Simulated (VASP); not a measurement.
Wanted: the native input for a VASP 6.6.1 run.

| Item | Value |
| --- | --- |
| Task | relaxation of cell and atoms |
| Functional | RPBE |
| Potentials or basis | VASP PAW PBE potentials, release 64 (Nb_sv) |
| Cutoff | 600 eV |
| k mesh | 16 × 16 × 16 |
| Occupations | methfessel-paxton, width 0.1 eV |
| Spin | no spin polarisation |
| Further INCAR settings | ALGO = Normal; EDIFF = 1e-07; IBRION = 2; EDIFFG = -0.005; NSW = 90; ISIF = 3 |

The structure of Nb lies in POSCAR:

```
Nb                                      
1.0
   -1.6626664348      1.6626664348      1.6626664348
    1.6626664348     -1.6626664348      1.6626664348
    1.6626664348      1.6626664348     -1.6626664348
  Nb            
     1
Direct
     0.0000000000000000    0.0000000000000000    0.0000000000000000
```

One way to write it, as run:

INCAR

```
SYSTEM = Nb
PREC = Accurate ; ENCUT = 600
EDIFF = 1E-7 ; ISMEAR = 1
SIGMA = 0.1 ; LREAL = .False.
LASPH = .True. ; NELM = 80
ALGO = Normal ; ISIF = 3
LWAVE = .False. ; LCHARG = .False.
GGA = RP ; IBRION = 2
NSW = 90 ; EDIFFG = -0.005
```

KPOINTS

```
Automatic mesh
0
Gamma
  16 16 16
  0 0 0
```

Potentials or basis: VASP PAW PBE potentials, release 64 (Nb_sv).

Run with:

```bash
$ cat potpaw_PBE.64/Nb_sv/POTCAR > POTCAR
$ mpirun -np 1 vasp_std > vasp.out
```

Results of the run:

```yaml
Pressure_after_relaxing: 0.0 GPa
Band_gap_on_the_k_mesh: none (metal or under the smearing width)
```

Caveat: the relaxation stopped at its first step, so nothing moved; the PAW data sets were made with another functional, which shifts forces and pressure a little.

It took 24 s on 1 thread of Intel(R) Xeon(R) Platinum 8488C (Sapphire Rapids) (shared host), peak memory 0.16 GiB.
